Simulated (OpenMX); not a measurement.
A run of OpenMX 3.8.5 is set up as follows.

run.py

```python
from ase import Atoms
from ase.calculators.openmx import OpenMX

atoms = Atoms(['As', 'Ga'],
              cell=[[0.0, 2.82685, 2.82685], [2.82685, 0.0, 2.82685], [2.82685, 2.82685, 0.0]],
              scaled_positions=[[0.75, 0.75, 0.75], [0.0, 0.0, 0.0]],
              pbc=True)

def calculator():
    omx = OpenMX(
        label='GaAs',
        command='openmx',
        nohup=True,
        xc='LSDA-CA',
        kpts=(9, 9, 9),
        system_currentdirectory='./',
        data_path='./DFT_DATA13',
        level_of_fileout=1,
        definition_of_atomic_species=[['As', 'As7.0-s3p2d2', 'As_CA13'], ['Ga', 'Ga7.0-s3p2d2', 'Ga_CA13']],
        atoms_speciesandcoordinates_unit='Ang',
        atoms_speciesandcoordinates=[['1', 'As', '0', '0', '0', 7.75, 7.25], ['2', 'Ga', '0', '0', '0', 6.5, 6.5]],
        scf_spinpolarization='on',
        scf_electronictemperature=580.226,
        scf_energycutoff=500.0,
        scf_maxiter=100,
        scf_eigenvaluesolver='band',
        scf_mixing_type='rmm-diisk',
        scf_init_mixing_weight=0.05,
        scf_min_mixing_weight=0.001,
        scf_max_mixing_weight=0.3,
        scf_mixing_history=25,
        scf_mixing_startpulay=8,
        scf_criterion=1e-08,
        dos_fileout=True,
        dos_erange=(-15.0, 15.0),
        dos_kgrid=(12, 12, 12),
    )
    return omx

atoms.calc = calculator()
print('stress_eV_A3', atoms.get_stress().round(8).tolist())
print('forces_eV_A', atoms.get_forces().round(6).tolist())
print('energy_eV', round(atoms.get_potential_energy(), 6))
```

Potentials or basis: OpenMX 2013 LDA set, As7.0-s3p2d2, Ga7.0-s3p2d2, grid cutoff 500 Ry.

Launch:

```sh
$ python run.py > run.log
$ DosMain GaAs.Dos.val GaAs.Dos.vec < dos.in
$ DosMain GaAs.Dos.val GaAs.Dos.vec < pdos.in
```

**Question.** What does it give for the Mulliken charges?

**Answer.** As -0.03; Ga +0.03 e.

**Question.** What does it give for the pressure?

**Answer.** 0.9 GPa.

**Question.** What does it give for the net moment?

**Answer.** 0.00 μB per cell.

**Question.** What does it give for the band gap on the k mesh?

**Answer.** 0.48 eV, direct.

States per cell in windows of 1 eV (zero at the valence-band top; states under -8 eV left out):
```tsv
from (eV)	up	down	As1_p	Ga2_p	As1_d	Ga2_s	Ga2_d	As1_s
-8.0	0.00	0.00	0.00	0.00	0.00	0.00	0.00	0.00
-7.0	0.59	0.59	0.36	0.09	0.05	0.64	0.02	0.05
-6.0	0.21	0.21	0.14	0.05	0.01	0.17	0.01	0.04
-5.0	0.11	0.11	0.08	0.02	0.01	0.07	0.01	0.03
-4.0	0.52	0.52	0.56	0.36	0.03	0.05	0.02	0.02
-3.0	0.72	0.72	0.86	0.48	0.04	0.03	0.01	0.02
-2.0	0.67	0.67	0.89	0.38	0.04	0.01	0.02	0.01
-1.0	0.17	0.17	0.25	0.07	0.01	0.00	0.01	0.00
0.0	0.00	0.00	0.00	0.00	0.00	0.00	0.00	0.00
1.0	0.17	0.17	0.07	0.07	0.06	0.06	0.04	0.03
2.0	0.74	0.74	0.36	0.32	0.30	0.20	0.21	0.08
3.0	0.43	0.43	0.19	0.24	0.18	0.07	0.13	0.04
4.0	0.72	0.72	0.27	0.50	0.37	0.04	0.23	0.04
5.0	0.63	0.63	0.26	0.40	0.34	0.03	0.22	0.02
6.0	0.50	0.50	0.21	0.32	0.24	0.02	0.19	0.02
7.0	0.56	0.56	0.23	0.38	0.23	0.02	0.23	0.03
```

Caveat: an odd mesh through Γ misses points on the zone boundary, where band edges often lie; the basis of atomic orbitals isn't converged, which shifts pressures, moduli and gaps.

The gap isn't set beside the measured one, since this odd mesh misses points on the zone boundary.
